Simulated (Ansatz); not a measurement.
**Te2Pt (Moncheite) under changes of volume**

One of the cells (24.143 Å³/atom); the others are scaled copies at fixed shape and fractional positions:

```xyz
3
Lattice="4.0100 0.0000 0.0000 -2.0050 3.4728 0.0000 0.0000 0.0000 5.2010" Properties=species:S:1:pos:R:3 pbc="T T T"
Pt    0.0000    0.0000    0.0000
Te    2.0050    1.1576    3.9007
Te    0.0000    2.3152    1.3002
```

| Item | Value |
| --- | --- |
| Program | Ansatz 0.2.0 |
| Functional | PBE |
| Potentials or basis | all-electron LAPW, scalar-relativistic |
| Cutoff | 293 eV (chosen from the basis error) |
| Basis error allowed | 0.001 eV/atom |
| k mesh | 8 × 8 × 5 |
| Occupations | fermi-dirac, width 0.05 eV |
| Spin | no spin polarisation |

```csv
volume (Å³/atom),energy over the lowest point (meV/atom),pressure (GPa),largest force (eV/Å)
22.694,165.17,18.2,1.846
23.177,115.80,14.6,1.536
23.660,76.46,11.5,1.252
24.143,46.10,8.7,0.992
24.626,?,?,?
25.108,8.67,3.9,0.535
25.591,0.00,1.9,0.335
```

**Question.** What does the run at 24.626 Å³/atom give?

**Answer.** Energy over the lowest point 23.78 meV/atom; pressure 6.1 GPa; largest force 0.754 eV/Å.

Worked out: A Birch-Murnaghan fit of order 3 (a polynomial in V^(-2/3)) to the other rows has its minimum at 26.09 Å³/atom, just outside them, with B0 = V·E''(V) = 93 GPa and B' = 4.8 at fixed shape and positions, which overstates the stiffness. It gives 23.77 meV/atom at 24.626 Å³/atom, against the run's 23.78, and -dE/dV = 6.2 GPa, against 6.1.

Energies are extrapolated to zero smearing.

Caveats: forces of over 1 eV/Å show positions far from the minimum, so gaps and moduli don't describe the material at rest (some runs).
